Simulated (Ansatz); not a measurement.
## Relativistic treatment of Sr

```
CELL_PARAMETERS angstrom
0.00000 3.04235 3.04235
3.04235 0.00000 3.04235
3.04235 3.04235 0.00000
ATOMIC_POSITIONS crystal
Sr 0.00000 0.00000 0.00000
```

The cell is COD entry 9008484, as deposited and not checked against the literature; nothing was relaxed.

One fixed cell is solved with PBE by frozen-core PAW in Ansatz 0.2.0 under different relativistic treatments. Pressure is positive in compression.

Settings: a Γ-centred 10×10×10 k mesh, Fermi–Dirac smearing of 0.08 eV, cutoff 420 eV, no spin polarisation.

```json
{"setting": "scalar-relativistic", "P (GPa)": "-0.27", "lowest level at Γ above −25 eV, from the valence-band top or, without a gap, the Fermi level (eV)": "?"}
{"setting": "with spin–orbit coupling", "P (GPa)": "-0.27", "lowest level at Γ above −25 eV, from the valence-band top or, without a gap, the Fermi level (eV)": "?"}
```

(1) What belongs in the row "with spin–orbit coupling", column "lowest level at Γ above −25 eV, from the valence-band top or, without a gap, the Fermi level (eV)"?

(2) What belongs in the row "scalar-relativistic", column "lowest level at Γ above −25 eV, from the valence-band top or, without a gap, the Fermi level (eV)"?

Answers

(1) -19.31.

(2) -18.52.
